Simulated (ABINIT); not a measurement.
Pd:

```
Pd
1.0
     0.00000    1.94650    1.94650
     1.94650    0.00000    1.94650
     1.94650    1.94650    0.00000
Pd
1
Cartesian
  0.0000 0.0000 0.0000
```

Base run:

```yaml
Program: ABINIT 10.8.3 (patched build)
Functional: AM05
Potentials_or_basis: PseudoDojo NC SR PBEsol v0.4.1 standard
Cutoff: 1116 eV
k_mesh: 12 × 12 × 12
Occupations: fermi-dirac, width 0.05 eV
Spin: no spin polarisation
```

Its results: band gap on the k mesh none (metal or under the smearing width); pressure -3.8 GPa.

Question: The run is repeated on the same cell with these changes: functional from AM05 to PBEsol. What comes out?

Answer: Band gap on the k mesh none (metal or under the smearing width); pressure -3.0 GPa.

Caveats: the potentials were made for another functional, which shifts forces and pressure (some runs).
